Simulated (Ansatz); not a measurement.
# Te2Mo (P2_1/m) in Ansatz: notebook

One crystal, Te2Mo, is run at these levels: LDA+U, PBEsol+U; tasks: band structure.

All numbers are computed with Ansatz 0.2.0; they aren't measurements. Logs are shortened: lines on timing, memory, paths and dates and some standing lists are left out, and cuts for length are marked.

### 1 The crystal as given

The structure is monoclinic, space group P2_1/m (No. 11). Conventional cell: a = 6.330 Å, b = 3.469 Å, c = 13.860 Å, α = 90.00°, β = 93.92°, γ = 90.00°. Te (site symmetry m) is surrounded by 3 Mo at 2.79 to 2.81 Å. Te (site symmetry m) is surrounded by 3 Mo at 2.70 Å. Around Te (site symmetry m) lie 3 Mo at 2.79 to 2.82 Å. Te (site symmetry m) has 3 Mo at 2.70 to 2.71 Å as nearest neighbours. Mo (site symmetry m) has 6 Te at 2.70 to 2.82 Å and 2 Mo at 2.89 Å as nearest neighbours. Mo (site symmetry m) has 6 Te at 2.70 to 2.81 Å and 2 Mo at 2.90 Å as nearest neighbours.

### 2 Band structure, LDA+U

input.yaml

```yaml
crystal:
  lattice:
    - [6.33, 0.0, 0.0]
    - [0.0, 3.469, 0.0]
    - [-0.9467947088, 0.0, 13.8276237937]
  atoms:
    - { symbol: Te, position: [0.9437, 0.75, 0.6045] }
    - { symbol: Te, position: [0.0563, 0.25, 0.3955] }
    - { symbol: Te, position: [0.903, 0.25, 0.8514] }
    - { symbol: Te, position: [0.097, 0.75, 0.1486] }
    - { symbol: Te, position: [0.4112, 0.75, 0.8955] }
    - { symbol: Te, position: [0.5888, 0.25, 0.1045] }
    - { symbol: Te, position: [0.4432, 0.25, 0.6484] }
    - { symbol: Te, position: [0.5568, 0.75, 0.3516] }
    - { symbol: Mo, position: [0.8167, 0.75, 0.9926] }
    - { symbol: Mo, position: [0.1833, 0.25, 0.0074] }
    - { symbol: Mo, position: [0.6819, 0.25, 0.4934] }
    - { symbol: Mo, position: [0.3181, 0.75, 0.5066] }
hamiltonian:
  xc: lda
  pseudopotentials: { kind: paw }
  hubbard: { sites: [{ species: Mo, l: d, u_eff: 6.2 }] }
kpoints:
  mp_grid: { grid: [4, 8, 2] }
  band_path:
    path:
      - [[0.0, 0.0, 0.0], [0.0, 0.0, 0.5], [-0.4866717952, 0.0, 0.5727927773], [-0.5, 0.0, 0.5], [-0.5, 0.5, 0.5], [-0.5133282048, 0.5, 0.4272072227], [-0.5, 0.5, 0.0], [-0.5, 0.0, 0.0], [-0.5133282048, 0.0, 0.4272072227]]
      - [[-0.4866717952, 0.5, 0.5727927773], [0.0, 0.5, 0.5], [0.0, 0.5, 0.0]]
      - [[0.0, 0.0, 0.5], [0.0, 0.5, 0.5]]
    npoints: 10
scf:
  occupations: { method: fermi_dirac, width: 0.05 }
  n_extra_bands: 30
output:
  forces: true
  stress: true
  eigenvalues: true
  fatbands: true
```

Potentials or basis: Ansatz PAW.

The run is started by

```bash
ansatz run input.yaml --threads 2 --pin off --max-ram 5120MiB --backend cpu --events-out ev --progress --plain --runs-dir out
```

The log of the run:

```text
Warning: RAYON_NUM_THREADS=2 ignored (pool sized by the plan → 2); use --threads N
Te: projections on atomic orbitals take those of the free atom [Kr] 4d10 5s2 5p4, of charge +0.00 (hamiltonian.pseudopotentials.projection_atoms); the dataset's partial waves leave at most 7.8e-6 of an orbital's norm unspanned inside its sphere
Mo: projections on atomic orbitals take those of the free atom [Ar 3d10] 4s2 4p6 4d5 5s1, of charge +0.00 (hamiltonian.pseudopotentials.projection_atoms); the dataset's partial waves leave at most 6.0e-6 of an orbital's norm unspanned inside its sphere
scf.n_extra_bands = 30 over 92 filled bands (N_el = 184.0): the run solves 122 bands
Engine: ansatz 0.2.0, aarch64-unknown-linux-gnu
Pseudopotentials: kind: paw
Pseudopotential: Te, paw, valence charge 16, recommended cutoff 420 eV (normal), Te.paw.azcp
Pseudopotential: Mo, paw, valence charge 14, recommended cutoff 420 eV (normal), Mo.paw.azcp
Functional definition: SPW92
  exchange = slater_x
  correlation = pw_c
Crystal: 12 atoms, lattice volume = 303.638 Å³
Basis set: ecut = 420 eV, 5919 PW (Γ)
Bands: 122, of which v1, the nominal top of the filled ones, is band 92 counted from 1 (91 counted from 0)
Symmetry: 4 space group operations
Space group: P21/m (ITA 11), of the structure as read, at distance tolerance 6.7e-5 Å
k-points: 30 of 64
Non-local potential: Te, projectors of the file, l = 0: 2, l = 1: 2, l = 2: 2, l = 3: 2
Non-local potential: Mo, projectors of the file, l = 0: 3, l = 1: 2, l = 2: 2, l = 3: 1
PAW form: soft (Blöchl's): semilocal exchange-correlation on the pseudo side does not see the compensation charge
PAW frozen core: Te, regenerated for the run's functional, and the local potential with it (the file was generated under x = pbe(κ = 0.804, μ = 0.2195149727645171), c = pbe(β = 0.06672455060314922))
PAW frozen core: Mo, regenerated for the run's functional, and the local potential with it (the file was generated under x = pbe(κ = 0.804, μ = 0.2195149727645171), c = pbe(β = 0.06672455060314922))
PAW one-centre angular grid: Te, 590 points (default); XC on 64 Gauss nodes
PAW one-centre angular grid: Mo, 590 points (default); XC on 64 Gauss nodes
Initial density: superposition of atomic densities (chi_scale 0.1, normalization cell, long waves of neutral atoms under a Hubbard term (reshape's long-wave potential 0.01 eV rms, cloud 2.92 Å wide))
Initial wavefunctions: pseudopotential atomic-orbital guess
Functional: x = slater, c = lda
SCF iter   1: F=—  HF=-73964.543707 eV  |F-HF|=—  |Δ(HF+E_count)|=         —  Δρ=5.54e-2  dr2=1.19e1  ethr=3.10e-3  ⟨swp⟩=6.0  Hψ=13949  notcnv=0  defer=223
preconditioner: auto → LDOS  [metal: Δε(μ)=0.039 eV  Ē_g=9.176 eV  σ=0.050 eV  W_gap=0.19  n_scr=82 (ndim 8)  ℏωp=18.1 eV  f_vac=0.013  D(μ)=3.03/eV (n_scr^D=12)  β→1.0]
SCF iter   2: F=—  HF=-73964.668870 eV  |F-HF|=—  |Δ(HF+E_count)|=   1.25e-1  Δρ=5.18e-2  dr2=1.95e1  ethr=3.10e-3  ⟨swp⟩=3.0  Hψ=7569  notcnv=0  defer=596
SCF iter   3: F=—  HF=-73962.679862 eV  |F-HF|=—  |Δ(HF+E_count)|=    1.99e0  Δρ=1.16e-2  dr2=4.64e-1  ethr=3.10e-3  ⟨swp⟩=3.0  Hψ=6271  notcnv=0  defer=542
SCF iter   4: F=—  HF=-73962.875336 eV  |F-HF|=—  |Δ(HF+E_count)|=   1.95e-1  Δρ=4.96e-3  dr2=5.05e-2  ethr=2.52e-4  ⟨swp⟩=3.0  Hψ=4909  notcnv=0  defer=516
SCF iter   5: F=—  HF=-73962.968277 eV  |F-HF|=—  |Δ(HF+E_count)|=   9.29e-2  Δρ=3.62e-3  dr2=1.14e-1  ethr=2.74e-5  ⟨swp⟩=2.3  Hψ=6621  notcnv=0  defer=522
SCF iter   6: F=—  HF=-73962.970983 eV  |F-HF|=—  |Δ(HF+E_count)|=   2.71e-3  Δρ=2.08e-3  dr2=2.65e-2  ethr=2.74e-5  ⟨swp⟩=2.0  Hψ=6147  notcnv=0  defer=522
SCF iter   7: F=—  HF=-73962.976948 eV  |F-HF|=—  |Δ(HF+E_count)|=   5.96e-3  Δρ=1.20e-3  dr2=4.61e-3  ethr=1.44e-5  ⟨swp⟩=1.8  Hψ=4222  notcnv=0  defer=522
SCF iter   8: F=—  HF=-73962.984593 eV  |F-HF|=—  |Δ(HF+E_count)|=   7.65e-3  Δρ=9.39e-4  dr2=6.27e-3  ethr=2.50e-6  ⟨swp⟩=2.0  Hψ=5942  notcnv=0  defer=522
SCF iter   9: F=—  HF=-73962.985329 eV  |F-HF|=—  |Δ(HF+E_count)|=   7.36e-4  Δρ=3.64e-4  dr2=5.37e-4  ethr=2.50e-6  ⟨swp⟩=2.0  Hψ=5858  notcnv=0  defer=522
SCF iter  10: F=—  HF=-73962.985744 eV  |F-HF|=—  |Δ(HF+E_count)|=   4.15e-4  Δρ=2.26e-4  dr2=2.13e-4  ethr=2.92e-7  ⟨swp⟩=2.0  Hψ=5799  notcnv=0  defer=522
SCF iter  11: F=—  HF=-73962.986043 eV  |F-HF|=—  |Δ(HF+E_count)|=   2.99e-4  Δρ=2.12e-4  dr2=2.06e-4  ethr=1.16e-7  ⟨swp⟩=2.0  Hψ=5784  notcnv=0  defer=522
SCF iter  12: F=—  HF=-73962.986172 eV  |F-HF|=—  |Δ(HF+E_count)|=   1.29e-4  Δρ=1.08e-4  dr2=5.64e-5  ethr=1.12e-7  ⟨swp⟩=2.0  Hψ=5806  notcnv=0  defer=522
SCF iter  13: F=—  HF=-73962.986300 eV  |F-HF|=—  |Δ(HF+E_count)|=   1.28e-4  Δρ=4.56e-5  dr2=7.32e-6  ethr=3.07e-8  ⟨swp⟩=2.0  Hψ=4882  notcnv=0  defer=522
SCF iter  14: F=—  HF=-73962.986306 eV  |F-HF|=—  |Δ(HF+E_count)|=   5.94e-6  Δρ=2.20e-5  dr2=1.98e-6  ethr=3.98e-9  ⟨swp⟩=2.0  Hψ=5884  notcnv=0  defer=522
SCF iter  15: F=—  HF=-73962.986308 eV  |F-HF|=—  |Δ(HF+E_count)|=   2.21e-6  Δρ=1.39e-5  dr2=9.29e-7  ethr=1.08e-9  ⟨swp⟩=2.0  Hψ=5775  notcnv=0  defer=522
SCF iter  16: F=—  HF=-73962.986308 eV  |F-HF|=—  |Δ(HF+E_count)|=   9.57e-8  Δρ=7.37e-6  dr2=4.07e-7  ethr=5.05e-10  ⟨swp⟩=2.0  Hψ=5777  notcnv=0  defer=522
SCF iter  17: F=-73962.986308 eV  HF=-73962.986308 eV  |F-HF|=2.48e-8  |Δ(HF+E_count)|=   2.99e-8  Δρ=3.55e-6  dr2=5.24e-8  ethr=5.43e-11  ⟨swp⟩=11.3  Hψ=20567  notcnv=0
SCF 1 converged in 17 iterations: F = -73962.986308 eV  dr2 = 5.24e-8
NSCF: frozen V_eff on 113 k-points
SCF converged after 17 iterations
Free energy (F): -73962.986308 eV
Harris-Foulkes:  -73962.986308 eV  (|F-HF|=2.48e-8)
Internal energy: -73962.968978 eV  (E = F + TS)
E sigma→0 (E₀):  -73962.977643 eV
Entropy (-TS):   -0.017330 eV (-1.444 meV/atom)
Fermi energy:    12.223141 eV
--- Per-component energies (eV) ---
  E_band       = -2378.521749
  E_kinetic    = 3232.311777
  E_local      = -15285.105703  (includes V_loc(G=0)·N_el)
  E_nonlocal   = -1840.016640
  E_hartree    = 8471.422775
  E_xc         = -1724.279145
  E_vxc        = -1758.597596  (∫ρ·V_xc dr)
  E_hubbard    = 27.044775  (on-site DFT+U / exact-exchange correction)
  E_vhub       = -13.551342  (the Hubbard potential's part of the band-sum identity)
  E_paw        = -48442.585090  (= ΣΔE_a)
  E_vpaw       = -3656.418521  (= ΣTr[D̂ρ^β])
  E_aug_tail   = -0.001440  (compensation charges beyond the density's cutoff)
  E_ewald      = -18409.080843
  E_core_change = 7.320554  (= ΣΔE_core)
  E_smearing   = -0.017330  (= −TS)
  E_closure    = 0.000000  (closes the sum)
  Σ components = -73962.986308   (vs F -73962.986308, Δ=0.00e0)
--- Forces (eV/Å), atoms counted from 1 ---
  atom   1  Te    -0.03758263     0.00000000    -0.21657003
  atom   2  Te     0.03758263     0.00000000     0.21657003
  atom   3  Te    -0.00864930     0.00000000     0.40823736
  atom   4  Te     0.00864930     0.00000000    -0.40823736
  atom   5  Te    -0.04103391     0.00000000     0.27595749
  atom   6  Te     0.04103391     0.00000000    -0.27595749
  atom   7  Te    -0.01349111     0.00000000    -0.44686803
  atom   8  Te     0.01349111     0.00000000     0.44686803
  atom   9  Mo     0.12892432     0.00000000     0.40737780
  atom  10  Mo    -0.12892432     0.00000000    -0.40737780
  atom  11  Mo    -0.23212361     0.00000000     0.33335023
  atom  12  Mo     0.23212361     0.00000000    -0.33335023
  max |Σ_I F_I| component: 5.55e-17 eV/Å
--- Stress (GPa, compression-positive) ---
       -1.813369       0.000000       0.053412
        0.000000      -0.338230       0.000000
        0.053412       0.000000      -3.603967
  P = ⅓ Tr σ = -1.9185 GPa (-19.185 kbar)
--- Band table (eV; the first three rows and the last of 30) ---
  k-point 0: bands = ["-48.5398", "-48.5025", "-48.4784", "-48.4399", "-24.9009", "-24.8969", "-24.8802", "-24.8798", "-24.8642", "-24.8597", "-24.8470", "-24.8419", "-24.8415", "-24.8412", "-24.8103", "-24.8091", "-24.8044", "-24.7972", "-24.7911", "-24.7880", "-24.7731", "-24.7612", "-24.7539", "-24.7508", "-24.5348", "-24.5317", "-24.5259", "-24.5237", "-24.4866", "-24.4837", "-24.4792", "-24.4782", "-24.4761", "-24.4667", "-24.4523", "-24.4428", "-24.4341", "-24.4291", "-24.4284", "-24.4162", "-24.4012", "-24.3915", "-24.3833", "-24.3780", "-22.9978", "-22.9527", "-22.8238", "-22.7841", "-22.7676", "-22.7374", "-22.6086", "-22.5749", "-22.4492", "-22.4129", "-22.3593", "-22.3148", "-1.0668", "-0.7278", "-0.2140", "0.2815", "0.7336", "0.9446", "1.0473", "1.2777", "6.2744", "6.3314", "6.6740", "7.0773", "7.4259", "7.5802", "8.1757", "8.2292", "8.7805", "8.7868", "8.8506", "9.3819", "9.4658", "9.7921", "9.8258", "10.3854", "10.5650", "10.6897", "10.8897", "10.9767", "11.0125", "11.3219", "11.3320", "11.3420", "11.3984", "11.8865", "12.0336", "12.1267", "12.2063", "12.2349", "13.0629", "13.4122", "13.6039", "13.9347", "13.9420", "14.2549", "14.2633", "15.0223", "15.0344", "15.2706", "15.3649", "15.5578", "15.6881", "15.7391", "16.7289", "16.8487", "17.1247", "17.6850", "17.9173", "18.1573", "18.5832", "19.0181", "19.3740", "19.5454", "19.6358", "19.7897", "20.3974", "20.4194"]
[... 3 lines left out ...]
Occupation matrices written to <dir>
```

Wall time 6.8 min (2 threads of Arm Neoverse N1, shared host); peak memory 3.5 GiB.

Results:

```yaml
Free_energy: -73962.9863 eV
Pressure: -1.9 GPa
Largest_force: 0.447 eV/Å
Band_gap_on_the_k_mesh: none (metal or under the smearing width)
```

Forces on the atoms (eV/Å):
```
Te  -0.038  0.000 -0.217
Te   0.038  0.000  0.217
Te  -0.009  0.000  0.408
Te   0.009  0.000 -0.408
Te  -0.041  0.000  0.276
Te   0.041  0.000 -0.276
Te  -0.013  0.000 -0.447
Te   0.013  0.000  0.447
Mo   0.129  0.000  0.407
Mo  -0.129  0.000 -0.407
Mo  -0.232  0.000  0.333
Mo   0.232  0.000 -0.333
```

Levels at the corners of the path, in eV from the Fermi level:
```tsv
point	band 88	band 89	band 90	band 91	band 92	band 93	band 94	band 95	band 96	band 97
Γ	-0.88	-0.82	-0.34	-0.19	-0.10	-0.02	0.01	0.84	1.19	1.38
Y	-0.84	-0.31	-0.27	-0.20	-0.20	-0.16	-0.09	1.07	1.13	1.39
H	-1.51	-1.11	-0.98	-0.66	-0.43	0.74	0.82	0.98	1.02	1.10
C	-1.51	-1.11	-0.98	-0.65	-0.43	0.73	0.82	1.00	1.02	1.07
E	-2.06	-1.25	-1.25	-1.13	-1.13	1.00	1.00	1.11	1.11	1.75
M1	-2.06	-1.25	-1.25	-1.14	-1.14	1.00	1.00	1.12	1.12	1.75
A	-2.05	-1.29	-1.29	-1.17	-1.17	1.07	1.07	1.19	1.19	1.73
X	-1.51	-1.08	-1.02	-0.55	-0.53	0.75	0.78	0.95	1.00	1.26
H1	-1.51	-1.11	-0.98	-0.66	-0.43	0.74	0.82	0.98	1.02	1.10
M	-2.06	-1.25	-1.25	-1.14	-1.14	1.00	1.00	1.12	1.12	1.75
D	-1.80	-1.75	-1.75	-1.68	-1.68	0.60	0.60	1.40	1.40	1.45
Z	-1.94	-1.85	-1.85	-1.47	-1.47	0.91	0.91	1.04	1.04	1.51
Y	-0.84	-0.31	-0.27	-0.20	-0.20	-0.16	-0.09	1.07	1.13	1.39
D	-1.80	-1.75	-1.75	-1.68	-1.68	0.60	0.60	1.40	1.40	1.45
```

Eigenvalues of the final occupation matrices:
| site | spin | trace | eigenvalues |
| --- | --- | --- | --- |
| site 1 | 1 | 2.73 | 0.29 0.45 0.53 0.68 0.77 |
| site 2 | 1 | 2.73 | 0.29 0.45 0.53 0.68 0.77 |
| site 3 | 1 | 2.73 | 0.28 0.46 0.53 0.68 0.78 |
| site 4 | 1 | 2.73 | 0.28 0.46 0.53 0.68 0.78 |

Caveat: spin-orbit coupling is left out, which moves the levels of the heavy elements; U without spin polarisation on a metal has little footing; the PAW data sets come from PBE, with cores solved anew for the run's functional, which leaves a small shift of forces and pressure; the U is typed as a test and isn't derived for this compound.

### 3 Band structure, PBEsol+U

Changes to input.yaml since step 2:

```diff
@@ -19,3 +19,3 @@
 hamiltonian:
-  xc: lda
+  xc: pbesol
   pseudopotentials: { kind: paw }
@@ -37,2 +37,2 @@
   eigenvalues: true
-  fatbands: true
+  fatbands: false
```

Potentials or basis: Ansatz PAW.

The run is started by

```bash
ansatz run input.yaml --threads 2 --pin off --max-ram 5120MiB --backend cpu --events-out ev --progress --plain --runs-dir out
```

Wall time 4.4 min (2 threads of Arm Neoverse N1, shared host); peak memory 3.6 GiB.

Results (log left out):

- Free energy: -74776.0406 eV
- Pressure: 0.1 GPa
- Largest force: 0.425 eV/Å
- Band gap on the k mesh: none (metal or under the smearing width)

Forces in eV/Å, atoms in the order of the input:
```
Te  -0.009  0.000 -0.081
Te   0.009  0.000  0.081
Te  -0.012  0.000  0.174
Te   0.012  0.000 -0.174
Te  -0.018  0.000  0.144
Te   0.018  0.000 -0.144
Te  -0.023  0.000 -0.214
Te   0.023  0.000  0.214
Mo   0.065  0.000  0.420
Mo  -0.065  0.000 -0.420
Mo  -0.177  0.000  0.346
Mo   0.177  0.000 -0.346
```

Stress tensor (GPa, compression positive):
```
 0.16  0.00  0.06
 0.00  1.49  0.00
 0.06  0.00 -1.42
```

Levels at the corners of the path, in eV from the Fermi level:
| point | band 89 | band 90 | band 91 | band 92 | band 93 | band 94 | band 95 | band 96 |
| --- | --- | --- | --- | --- | --- | --- | --- | --- |
| Γ | -0.81 | -0.34 | -0.23 | -0.13 | -0.02 | 0.01 | 0.84 | 1.22 |
| Y | -0.31 | -0.28 | -0.23 | -0.21 | -0.17 | -0.13 | 1.09 | 1.14 |
| H | -1.11 | -0.98 | -0.66 | -0.43 | 0.74 | 0.83 | 1.01 | 1.05 |
| C | -1.11 | -0.97 | -0.66 | -0.44 | 0.74 | 0.83 | 1.03 | 1.06 |
| E | -1.27 | -1.27 | -1.15 | -1.15 | 0.99 | 0.99 | 1.11 | 1.11 |
| M1 | -1.27 | -1.27 | -1.15 | -1.15 | 0.99 | 0.99 | 1.11 | 1.11 |
| A | -1.31 | -1.31 | -1.18 | -1.18 | 1.06 | 1.06 | 1.19 | 1.19 |
| X | -1.08 | -1.01 | -0.55 | -0.54 | 0.76 | 0.79 | 0.98 | 1.03 |
| H1 | -1.11 | -0.98 | -0.66 | -0.43 | 0.74 | 0.83 | 1.01 | 1.05 |
| M | -1.27 | -1.27 | -1.15 | -1.15 | 0.99 | 0.99 | 1.11 | 1.11 |
| D | -1.76 | -1.76 | -1.70 | -1.70 | 0.59 | 0.59 | 1.40 | 1.40 |
| Z | -1.87 | -1.87 | -1.49 | -1.49 | 0.90 | 0.90 | 1.03 | 1.03 |
| Y | -0.31 | -0.28 | -0.23 | -0.21 | -0.17 | -0.13 | 1.09 | 1.14 |
| D | -1.76 | -1.76 | -1.70 | -1.70 | 0.59 | 0.59 | 1.40 | 1.40 |

Eigenvalues of the final occupation matrices:
```tsv
site	spin	trace	eigenvalues
site 1	1	2.73	0.28 0.45 0.53 0.69 0.78
site 2	1	2.73	0.28 0.45 0.53 0.69 0.78
site 3	1	2.73	0.28 0.46 0.53 0.68 0.78
site 4	1	2.73	0.28 0.46 0.53 0.68 0.78
```

Caveat: spin-orbit coupling is left out, which moves the levels of the heavy elements; U without spin polarisation on a metal has little footing; the PAW data sets come from PBE, with cores solved anew for the run's functional, which leaves a small shift of forces and pressure; the U is typed as a test and isn't derived for this compound.
